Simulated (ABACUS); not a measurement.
Input of an ABACUS 3.10.1 run:

File INPUT:

```
INPUT_PARAMETERS
suffix              KI
calculation         scf
basis_type          pw
pseudo_dir          ./
symmetry            1
dft_functional      pbesol
ecutwfc             74
pseudo_rcut         7
nspin               1
nbands              12
ks_solver           dav
smearing_method     fd
smearing_sigma      0.00367493
scf_thr             1e-08
scf_nmax            100
mixing_type         broyden
mixing_beta         0.7
cal_force           1
cal_stress          1
out_chg             1
out_pot             2
out_elf             1
```

Contents of STRU:

```
ATOMIC_SPECIES
I 126.9045 I.upf
K 39.0983 K.upf

LATTICE_CONSTANT
1.8897261246

LATTICE_VECTORS
0.0000000000 3.5327750000 3.5327750000
3.5327750000 0.0000000000 3.5327750000
3.5327750000 3.5327750000 0.0000000000

ATOMIC_POSITIONS
Direct

I
0.0
1
0.5000000000 0.5000000000 0.5000000000 1 1 1

K
0.0
1
0.0000000000 0.0000000000 0.0000000000 1 1 1
```

The input KPT:

```
K_POINTS
0
Gamma
7 7 7 0 0 0
```

Potentials or basis: PseudoDojo NC SR 0.4.1 PBEsol standard, plane waves.

The run is started by

```console
$ OMP_NUM_THREADS=1 mpirun -np 4 abacus > log
```

Question: Estimate the band gap on the k mesh.

Answer: 3.81 eV, direct.

Question: Estimate the pressure.

Answer: -0.3 GPa.

Caveat: spin-orbit coupling is left out, which moves the levels of the heavy elements; an odd mesh through Γ misses points on the zone boundary, where band edges often lie.

The gap isn't set beside the measured one, since this odd mesh misses points on the zone boundary.
